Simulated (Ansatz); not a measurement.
An Ansatz input:

```yaml
crystal:
  lattice:
    - [6.4741380565, 0.0, 0.0]
    - [0.0, 6.4741380565, 0.0]
    - [0.0, 0.0, 6.4741380565]
  atoms:
    - { symbol: "Y", position: [1.0, 0.0, 1.0] }
    - { symbol: "Y", position: [0.5, 0.5, 0.5] }
    - { symbol: "Y", position: [0.25, 1.0, 0.5] }
    - { symbol: "Y", position: [0.75, 1.0, 0.5] }
    - { symbol: "Y", position: [0.5, 0.25, 1.0] }
    - { symbol: "Y", position: [0.5, 0.75, 1.0] }
    - { symbol: "Y", position: [0.0, 0.5, 0.25] }
    - { symbol: "Y", position: [0.0, 0.5, 0.75] }
hamiltonian:
  xc: pbe
  pseudopotentials:
    kind: paw
    azcp:
      "Y": "pseudopotentials/Y.paw.azcp"
basis:
  ecutwfc: 420
  fft_grid_basis: typed
kpoints:
  mp_grid: { grid: [5, 5, 5], shift: [0, 0, 0] }
magnetization:
  spin_polarized: false
scf:
  occupations: { method: fermi_dirac, width: 0.1 }
```

Output

```
Engine: ansatz 0.2.0, x86_64-unknown-linux-gnu
Pseudopotentials: kind: paw
Pseudopotential: Y, paw, valence charge 11, recommended cutoff 420 eV (normal) 
Functional definition: PBE
  parameter kappa = 0.804
  parameter beta = 0.06672455060314922
  exchange = pbe_x(kappa = kappa, mu = beta*pi^2/3)
  correlation = pbe_c(beta = beta)
Crystal: 8 atoms, lattice volume = 271.360 Å³
Basis set: ecut = 420 eV, 5377 PW (Γ)
Bands: 53, of which v1, the nominal top of the filled ones, is band 44 counted from 1 (43 counted from 0)
Symmetry: 48 space group operations
Space group: Pm-3n (ITA 223), of the structure as read, at distance tolerance 6.5e-5 Å
k-points: 10 of 125
Non-local potential: Y, projectors of the file, l = 0: 3, l = 1: 2, l = 2: 2, l = 3: 1
PAW form: soft (Blöchl's): semilocal exchange-correlation on the pseudo side does not see the compensation charge
PAW one-centre angular grid: Y, 590 points (default); XC on 64 Gauss nodes
Initial density: superposition of atomic densities (neutral atoms: chi_scale 0, normalization atom), corrected by the library's trained network
Initial wavefunctions: pseudopotential atomic-orbital guess
Functional: x = pbe(κ = 0.804, μ = 0.2195149727645171), c = pbe(β = 0.06672455060314922)
SCF iter   1: F=—  HF=-30787.717508 eV  |F-HF|=—  |Δ(HF+E_count)|=         —  Δρ=4.06e-3  dr2=1.10e-1  ethr=1.77e-3  ⟨swp⟩=6.1  Hψ=2097  notcnv=0
SCF iter   2: F=—  HF=-30787.706617 eV  |F-HF|=—  |Δ(HF+E_count)|=   1.09e-2  Δρ=1.85e-3  dr2=1.52e-2  ethr=1.25e-4  ⟨swp⟩=2.0  Hψ=675  notcnv=0
SCF iter   3: F=—  HF=-30787.705506 eV  |F-HF|=—  |Δ(HF+E_count)|=   1.11e-3  Δρ=5.88e-4  dr2=1.37e-3  ethr=1.73e-5  ⟨swp⟩=2.0  Hψ=655  notcnv=0
SCF iter   4: F=—  HF=-30787.705433 eV  |F-HF|=—  |Δ(HF+E_count)|=   7.30e-5  Δρ=9.64e-5  dr2=2.26e-5  ethr=1.56e-6  ⟨swp⟩=2.1  Hψ=688  notcnv=0
SCF iter   5: F=—  HF=-30787.705297 eV  |F-HF|=—  |Δ(HF+E_count)|=   1.36e-4  Δρ=3.29e-5  dr2=3.29e-6  ethr=2.57e-8  ⟨swp⟩=2.6  Hψ=956  notcnv=0
SCF iter   6: F=-30787.705297 eV  HF=-30787.705297 eV  |F-HF|=1.41e-8  |Δ(HF+E_count)|=   3.28e-7  Δρ=4.90e-6  dr2=6.27e-8  ethr=1.14e-10  ⟨swp⟩=1.6  Hψ=1186  notcnv=0
SCF 1 converged in 6 iterations: F = -30787.705297 eV  dr2 = 6.27e-8
SCF converged after 6 iterations
Free energy (F): -30787.705297 eV
Harris-Foulkes:  -30787.705297 eV  (|F-HF|=1.41e-8)
Internal energy: -30786.902211 eV  (E = F + TS)
E sigma→0 (E₀):  -30787.303754 eV
Entropy (-TS):   -0.803086 eV (-100.386 meV/atom)
Fermi energy:    9.062354 eV
--- Per-component energies (eV) ---
  E_band       = -1007.973711
  E_kinetic    = 2435.322368
  E_local      = -5036.377712  (includes V_loc(G=0)·N_el)
  E_nonlocal   = 400.971134
  E_hartree    = 1601.961270
  E_xc         = -1381.503795
  E_vxc        = -1585.627111  (∫ρ·V_xc dr)
  E_paw        = -22602.902483  (= ΣΔE_a)
  E_vpaw       = -426.191169  (= ΣTr[D̂ρ^β])
  E_aug_tail   = 0.000025  (compensation charges beyond the density's cutoff)
  E_ewald      = -6204.373018
  E_smearing   = -0.803086  (= −TS)
  E_closure    = 0.000000  (closes the sum)
  Σ components = -30787.705297   (vs F -30787.705297, Δ=0.00e0)
```
